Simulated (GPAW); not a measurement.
# A Sb chain with one Pd atom in line: transmission at several levels, part 2 of 2

How well does a Sb chain with one Pd atom in line conduct at low bias, and how far do basis and functional move the answer?

GPAW 26.7.0; GPAW LCAO, PAW setups; Landauer transmission from Green's functions with principal layers (ASE), zero bias.

So far, transmission at the Fermi level (one spin): step 2 (GPAW, dzp, PBE, GPAW) 1.38; step 3 (basis szp(dzp), PBE, GPAW) 1.18; step 4 (basis sz(dzp), PBE, GPAW) 1.27; step 5 (LDA) 1.43.

## (9) Density threshold 0.001: conv = 0.001

The Hamiltonian is taken from the last density. The density threshold is one of the tests that end the cycle; the energy must settle too, so a loose value may not be the test that decides.

run.py reads:

```python
import json
import numpy as np
from ase import Atoms
from ase.transport.calculators import TransportCalculator
from gpaw import GPAW, FermiDirac
from gpaw.lcao.tools import get_lcao_hamiltonian
from scipy.linalg import eigh

# The junction with lead layers at both ends, along the third cell vector
device = Atoms(
    ['Sb', 'Sb', 'Sb', 'Sb', 'Pd', 'Sb', 'Sb', 'Sb', 'Sb'],
    positions=[
        [4.50000, 4.50000, 1.37500],
        [4.50000, 4.50000, 4.12500],
        [4.50000, 4.50000, 6.87500],
        [4.50000, 4.50000, 9.62500],
        [4.50000, 4.50000, 12.23650],
        [4.50000, 4.50000, 14.84800],
        [4.50000, 4.50000, 17.59800],
        [4.50000, 4.50000, 20.34800],
        [4.50000, 4.50000, 23.09800]],
    cell=[[9.0, 0.0, 0.0], [0.0, 9.0, 0.0], [0.0, 0.0, 24.473]],
    pbc=True)

# One principal layer of the lead: the first 2 atoms of the device
lead = Atoms(
    ['Sb', 'Sb'],
    positions=[
        [4.50000, 4.50000, 1.37500],
        [4.50000, 4.50000, 4.12500]],
    cell=[[9.0, 0.0, 0.0], [0.0, 9.0, 0.0], [0.0, 0.0, 5.5]],
    pbc=True)

settings = dict(mode='lcao', basis='dzp', xc='PBE', h=0.2,
                occupations=FermiDirac(0.1), maxiter=250,
                mixer=dict(beta=0.1, nmaxold=8, weight=100.0),
                convergence=dict(density=0.001))
energies = np.arange(-2, 2 + 1e-9, 0.05)
eta = 0.0001
n1, n2 = 1, 1
# k and -k transmit alike, so half of the mesh across the current serves
mesh = [(i, j) for i in range(n1) for j in range(n2) if (i, j) <= (-i % n1, -j % n2)]
weights = np.array([1 if (i, j) == (-i % n1, -j % n2) else 2 for i, j in mesh]) / (n1 * n2)

# [... helper functions left out ...]
fermi_lead = ground_state(lead, (1, 1, 20), 'lead.txt')
fermi_device = ground_state(device, (1, 1, 3), 'device.txt')
# [... loop over the mesh left out, but for ...]
        # Shift the lead onto the potential of the device's first layer
        shift = ((H[:, 0, 0] - H0[:, 0, 0]) / S0[0, 0]).real.mean()
# [...]
kT = 8.617333e-5 * 300
bias = [0.1, 0.2, 0.5, 1.0, 1.5, 2.0]
# [... integrals and printing left out ...]
```

The run is started by

```bash
> OMP_NUM_THREADS=1 OPENBLAS_NUM_THREADS=1 python run.py
```

Output:

```text
basis functions: device 211, principal layer 46
Fermi level: lead -3.1697 eV, device -3.2157 eV; lead shifted by -0.0625 eV
largest coupling past the next layer 7.84e-05 eV, largest misfit of the first layer 0.049 eV
  E-E_F (eV)   T (one spin)  [channel counts left out]
    -2.000    9.5630e-01
    -1.950    9.6434e-01
    -1.900    9.7202e-01
    -1.850    9.7919e-01
    -1.800    9.8568e-01
    -1.750    9.9126e-01
    -1.700    9.9565e-01
    -1.650    1.0057e+00
    -1.600    1.1002e+00
    -1.550    1.2219e+00
    -1.500    1.3536e+00
    -1.450    1.4745e+00
    -1.400    1.5697e+00
    -1.350    1.6340e+00
    -1.300    1.6687e+00
    -1.250    1.6780e+00
[...]
1.650    1.0714e+00
     1.700    1.0206e+00
     1.750    9.5948e-01
     1.800    8.8361e-01
     1.850    7.8558e-01
     1.900    6.5281e-01
     1.950    5.6444e-01
     2.000    5.7189e-01
conductance at 300 K: 1.3768 G0 a cell; thermopower -1.753 uV/K
current from the zero-bias T(E) at 0.1 V: 10.665 uA
current from the zero-bias T(E) at 0.2 V: 21.316 uA
current from the zero-bias T(E) at 0.5 V: 53.051 uA
current from the zero-bias T(E) at 1.0 V: 104.65 uA
current from the zero-bias T(E) at 1.5 V: 155.24 uA
current from the zero-bias T(E) at 2.0 V: 208.63 uA
```

Run time: 50 s. Hardware: 1 thread of Arm Neoverse N1, shared host; peak memory 0.85 GiB.

Numbers from this step:

```yaml
conductance: 1.377 G₀
thermopower: -1.753 μV/K
largest_coupling_past_the_next_principal_layer: 7.84e-5 eV
largest_misfit_of_the_first_principal_layer: 0.04913 eV
shift_that_aligns_the_lead: -0.06249 eV
transmission_at_the_fermi_level_one_spin: 1.378
```

One spin. Transmission, zone mean against energy, zero at the Fermi level:

```tsv
energy (eV)	transmission, zone mean
-2.00	0.956
-1.85	0.979
-1.70	0.996
-1.60	1.10
-1.45	1.47
-1.30	1.67
-1.25	1.68
-1.15	1.64
-1.05	1.54
-0.90	1.34
-0.75	1.18
-0.60	1.13
-0.50	1.15
-0.35	1.22
-0.20	1.30
-0.05	1.36
0.00	1.38
0.05	1.39
0.20	1.43
0.35	1.45
0.50	1.47
0.60	1.47
0.75	1.46
0.90	1.44
1.05	1.40
1.15	1.36
1.30	1.30
1.45	1.22
1.60	1.11
1.70	1.02
1.85	0.786
2.00	0.572
```

Not self-consistent under bias; the bias window is split evenly. Table of current through one cell, from the zero-bias transmission by bias:

```tsv
bias (V)	current through one cell, from the zero-bias transmission (μA)
0.100	10.7
0.200	21.3
0.500	53.1
1.000	105
1.500	155
2.000	209
```

The transmission of the three most open eigenchannels by energy, zero at the Fermi level:

```tsv
energy (eV)	channel 1	channel 2	channel 3
-2.00	0.956	0	0
-1.90	0.972	0	0
-1.80	0.986	8.2e-12	8.2e-12
-1.70	0.996	6.5e-10	6.5e-10
-1.55	0.998	0.112	0.112
-1.45	0.985	0.245	0.245
-1.35	0.952	0.341	0.341
-1.25	0.890	0.394	0.394
-1.15	0.792	0.423	0.423
-1.05	0.651	0.444	0.444
-0.90	0.478	0.478	0.386
-0.80	0.503	0.503	0.217
-0.70	0.529	0.529	0.0912
-0.60	0.554	0.554	0.0212
-0.50	0.575	0.575	5.3e-5
-0.40	0.591	0.591	0.0120
-0.25	0.606	0.606	0.0612
-0.15	0.609	0.609	0.101
-0.05	0.609	0.609	0.142
0.00	0.608	0.608	0.162
0.05	0.606	0.606	0.181
0.15	0.601	0.601	0.217
0.25	0.595	0.595	0.250
0.40	0.583	0.583	0.294
0.50	0.573	0.573	0.320
0.60	0.562	0.562	0.344
0.70	0.549	0.549	0.366
0.80	0.533	0.533	0.387
0.90	0.514	0.514	0.407
1.05	0.481	0.481	0.434
1.15	0.455	0.455	0.450
1.25	0.467	0.427	0.427
1.35	0.482	0.396	0.396
1.45	0.497	0.361	0.361
1.55	0.511	0.321	0.321
1.70	0.532	0.244	0.244
1.80	0.545	0.169	0.169
1.90	0.558	0.0474	0.0474
2.00	0.572	9.7e-10	9.7e-10
```

The conductance equals that of the dzp run to 0.2 %.

## (10) What came out

```
conductance                                        : 1.38 G₀
transmission at the Fermi level, mean of the spins : 1.38
thermopower                                        : -1.75 μV/K
```

What this shows: In the dzp basis the junction conducts 1.38 G₀ at 300 K, with T = 1.38 a spin at the Fermi level; the sz basis reaches that conductance within 10 %. At the Fermi level the three most open eigenchannels pass 0.61, 0.61 and 0.16. Measured against the first run (dzp), the nearest curve is that of dzp-LDA (r.m.s. 0.043) and the farthest that of szp (0.20). Over the compared runs wall time goes from 40 s (sz) to 57 s (szp), on a shared host. The geometry was built from estimated bond lengths and not relaxed, so the numbers describe this model structure. The run had no spin polarisation, so a magnetic state, which chains and small molecules with open shells often have, wasn't tested. Spin-orbit coupling is left out, which matters for the heavy atoms here. An evenly spaced straight chain is an idealisation: free chains tend to dimerise, zigzag or, where a band edge lies near the Fermi level, turn magnetic. The currents use the zero-bias T(E) throughout, which holds only while the bias is small against the distance to the nearest feature. The energy step is wider than the thermal energy, so the conductance and thermopower rest on interpolation of T(E).

[Logs are printed without paths, hosts, clocks, repeated set-up lines and the standing remarks that a program may print on its own settings, such as how far it seeks lower states.]

[Hosts, paths, dates, database ids (printed as entryN), source tags and the programs' standing remarks are cut or masked in the printed files.]
